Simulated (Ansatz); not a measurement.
KNbO3, space group P4mm, a scan of the Hubbard U

Computed with Ansatz 0.2.0 through its Python package.

Typed at the interpreter:
```pycon
>>> import ansatz as az
>>> import numpy as np
>>> def count_gap(report):
...     # lowest empty less highest filled band, counting bands; zero where they overlap
...     return max(report.get('gap_by_band_count_ev') or 0.0, 0.0)
...
>>> xtal = (
...     az.Lattice.from_parameters(3.996, 3.996, 4.063, alpha=90, beta=90, gamma=90)
...     .space_group(99, hermann_mauguin='P4mm')
...     .atom('K', (0.0, 0.0, 0.018))
...     .atom('Nb', (0.5, 0.5, 0.5))
...     .atom('O', (0.5, 0.5, 0.044))
...     .atom('O', (0.5, 0.0, 0.54))
... )
>>> xtal.resolved().tree()['lattice']
((3.996, 0.0, 0.0), (2.4468443046964115e-16, 3.996, 0.0), (2.4878699724678476e-16, 2.4878699724678476e-16, 4.063))
>>> job = (
...     xtal.calculation()
...     .functional('PBE')
...     .kpoints(4, 4, 4)
...     .occupations('fermi_dirac')
...     .scf(tolerance=1e-08)
...     .band_table()
... )
>>> rows = []
>>> for u in [0.0, 1.5, 3.0, 4.5, 6.0]:
...     rep = job.hubbard('Nb', 'd', u_eff=u).run(threads=1).report
...     shell = rep['hubbard']['n_scf']
...     rows.append((u, count_gap(rep), sum(shell) / len(shell), rep['n_iterations']))
...
DeckWarning: basis.ecutwfc = 420 eV, auto-derived from the records' recommended cutoffs: set by K (normal level)
>>> lines = [','.join(['U_eff eV', 'gap by band count eV', 'Nb d occupation (projector)', 'iterations'])] + [','.join(f'{v:.4f}' if isinstance(v, float) else str(v) for v in row) for row in rows]
>>> print('\n'.join(lines))
U_eff eV,gap by band count eV,Nb d occupation (projector),iterations
0.0000,1.5878,3.1833,10
1.5000,1.7323,3.1266,10
3.0000,1.8944,3.0661,10
4.5000,2.0770,3.0015,10
6.0000,2.2841,2.9325,10
>>> with open('plus_u.csv', 'w') as handle:
...     handle.write('\n'.join(lines) + '\n')
...
189
```

What to keep in mind:
- No spin polarisation was allowed.
- Semilocal gaps usually lie well under measured ones.
- In a crystal with a gap the Fermi level's place inside it depends on smearing and mesh.
- The starting cell is as deposited in a crystallographic database; the results hold for this polymorph, which needn't be the stable one.
- Gaps and levels are Kohn-Sham values on a finite set of k-points, without spin-orbit coupling.
- Warnings are shown shortened and without file and line.
- Shell occupations and the effect of U depend on the projectors; a run with no .spin step is spin-unpolarised, and each U may end in a state that isn't the lowest.
- Wall time of the script: 21 s on 1 thread of Arm Neoverse V1, on a shared host, peak memory 0.41 GiB.
